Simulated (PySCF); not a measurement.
NICS in isomers of C7H8O.

NICS is the negative of the GIAO shielding at a point without a nucleus: at the ring centre (0) and 1 Å above and below it (1); zz is the component along the ring normal. Level: GIAO PBE0/pcSseg-2 (PySCF, non-relativistic, gas phase) on the PBE0-D3(BJ)/def2-TZVP geometries, one conformer each. Atom numbers follow the mapped SMILES.

Question: Order these rings by mean NICS(1)zz, lowest (most negative) first (ppm).
A. ring C2–C3–C4–C5–C7–C8 in `[CH3:1][c:2]1[cH:3][cH:4][c:5]([OH:6])[cH:7][cH:8]1`
B. ring C3–C4–C5–C6–C7–C8 in `[CH3:1][O:2][c:3]1[cH:4][cH:5][cH:6][cH:7][cH:8]1`
C. ring C3–C4–C5–C6–C7–C8 in `[OH:1][CH2:2][c:3]1[cH:4][cH:5][cH:6][cH:7][cH:8]1`

Answer: C (-29.1), B (-28.0), A (-26.3).

```json
{"SMILES": "OCc1ccccc1", "ring": "6-membered carbocycle; formal bonds all aromatic", "NICS(0)": "-8.1", "NICS(1)": "-10.0", "NICS(1)zz": "-29.1", "HOMA": "1.00", "rms pucker (Å)": "0.00", "ring atoms with four or more neighbours": "0"}
{"SMILES": "COc1ccccc1", "ring": "6-membered carbocycle; formal bonds all aromatic", "NICS(0)": "-9.1", "NICS(1)": "-9.8", "NICS(1)zz": "-28.0", "HOMA": "0.99", "rms pucker (Å)": "0.00", "ring atoms with four or more neighbours": "0"}
{"SMILES": "Cc1ccc(O)cc1", "ring": "6-membered carbocycle; formal bonds all aromatic", "NICS(0)": "-9.1", "NICS(1)": "-9.4", "NICS(1)zz": "-26.3", "HOMA": "1.00", "rms pucker (Å)": "0.00", "ring atoms with four or more neighbours": "0"}
```

NICS(0) gives another order. The isotropic NICS(1) gives the same order. HOMA uses Krygowski's 1993 parameters. NICS(1) and NICS(1)zz are means over the two faces.
